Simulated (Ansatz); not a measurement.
## Ligand exchange: InH2(NH2) + C3H8O → InH2(OH) + C3H9N

Gas-phase species: InH2(NH2), singlet; C3H8O (1-propanol) `CCCO`, singlet; InH2(OH), singlet; C3H9N (propylamine) `CCCN`, singlet. The partners trade NH2 for OH: In–NH2 and C–OH bonds give way to In–OH and C–NH2.

Shapes, held fixed at every level: PBE0-D4/def2-TZVP. Flexible molecules stand in one conformer, not always the lowest. Programs: Ansatz 0.2.0. Electronic energies: no zero-point or thermal term.

```json
{"level": "HF/def2-TZVPP", "kind": "Hartree–Fock", "ΔE (kJ/mol)": "-22.5", "less CCSD(T)/def2-TZVPP": "+4.9"}
{"level": "PBE0-D4/def2-TZVPP", "kind": "global hybrid", "ΔE (kJ/mol)": "-28.0", "less CCSD(T)/def2-TZVPP": "-0.6"}
{"level": "wB97M-V/def2-TZVPP", "kind": "range-separated hybrid", "ΔE (kJ/mol)": "-27.3", "less CCSD(T)/def2-TZVPP": "+0.1"}
{"level": "B2PLYP/def2-TZVPP", "kind": "double hybrid", "ΔE (kJ/mol)": "-28.6", "less CCSD(T)/def2-TZVPP": "-1.2"}
{"level": "MP2/def2-TZVPP", "kind": "perturbation theory", "ΔE (kJ/mol)": "-29.5", "less CCSD(T)/def2-TZVPP": "-2.1"}
{"level": "CCSD/def2-TZVPP", "kind": "coupled cluster or CI", "ΔE (kJ/mol)": "-26.3", "less CCSD(T)/def2-TZVPP": "+1.1"}
{"level": "CCSD(T)/def2-TZVPP", "kind": "coupled cluster or CI", "ΔE (kJ/mol)": "-27.4", "less CCSD(T)/def2-TZVPP": "0.0"}
```

The highest level, CCSD(T)/def2-TZVPP, gives ΔE = -27.4 kJ/mol; the levels span -29.5 to -22.5. The column of differences is taken from that level and isn't an error. No measured value is set beside it here. For atoms past krypton def2 sets carry core potentials with scalar relativity. Outer-core shells of In are correlated, in sets that cover them unevenly.
